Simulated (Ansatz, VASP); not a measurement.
**AgCl: VASP beside Ansatz**

```xyz
2
Lattice="0.0277 2.7870 2.7870 2.7870 0.0277 2.7870 2.7870 2.7870 0.0277" Properties=species:S:1:pos:R:3 pbc="T T T"
Ag    2.8009    2.8009    2.8009
Cl    0.0000    0.0000    0.0000
```

Change from the starting cell: equal xy, yz and zx shear strains of +1 %.

Alike in both runs: task single point; functional PBE; k mesh 8 × 8 × 8; occupations fermi-dirac, width 0.02 eV; no spin polarisation.

```csv
,VASP,Ansatz
version,VASP 6.6.1,Ansatz 0.2.0
potentials or method,"VASP PAW PBE potentials, release 64 (Ag, Cl), cutoff 520 eV","all-electron LAPW, scalar-relativistic"
```

```tsv
	VASP	Ansatz	Ansatz less VASP
gap on the k mesh at the Fermi level (eV)	0.89	0.90	+0.004
pressure (GPa)	1.5	1.6	+0.14
largest component of the traceless stress (GPa)	0.05	0.05	-0.001
```

Ansatz ran all-electron here, so the differences hold the error of VASP's frozen core and of both bases.

A k mesh can miss the band edges.
